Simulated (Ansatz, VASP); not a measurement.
# Two plane-wave programs on CuO

```
CELL_PARAMETERS angstrom
2.31296 -1.69024 0.00000
2.31296 1.69024 0.00000
-0.84892 0.00000 4.99106
ATOMIC_POSITIONS crystal
Cu 0.00320 0.49680 0.00000
Cu 0.49680 0.00320 0.50000
O 0.57140 0.40560 0.25370
O 0.40560 0.57140 0.75370
```

Change from the starting cell: volume scaled by 0.96.

Alike in both runs: task single point; functional PBE; k mesh 10 × 10 × 5; occupations fermi-dirac, width 0.05 eV; no spin polarisation.

|  | VASP | Ansatz |
| --- | --- | --- |
| version | VASP 6.6.1 | Ansatz 0.2.0 |
| potentials or method | VASP PAW PBE potentials, release 64 (Cu, O) | Ansatz PAW |
| plane-wave cutoff (eV) | 520 | 420 |
| valence electrons in the cell | 34 | 50 |

|  | VASP | Ansatz | Ansatz less VASP |
| --- | --- | --- | --- |
| gap on the k mesh at the Fermi level (eV) | none | none | - |
| pressure (GPa) | 14.9 | 14.1 | -0.78 |
| largest component of the traceless stress (GPa) | 3.06 | 2.94 | -0.114 |
| rms of the force components (eV/Å) | 0.504 | 0.489 | -0.0153 |

Atom by atom the forces differ by 0.026 eV/Å (rms over components). A gap of «none» marks a metal or a gap that the smearing closes. The two sets of potentials don't hold the same shells in valence.

Caveats: the run has no spin polarisation, though such a crystal can be magnetic; semilocal functionals often make such compounds metallic where correlation or magnetic order opens a gap, which also shifts bond lengths; the pressure holds a Pulay correction of +0.7 GPa for the finite cutoff (Ansatz).
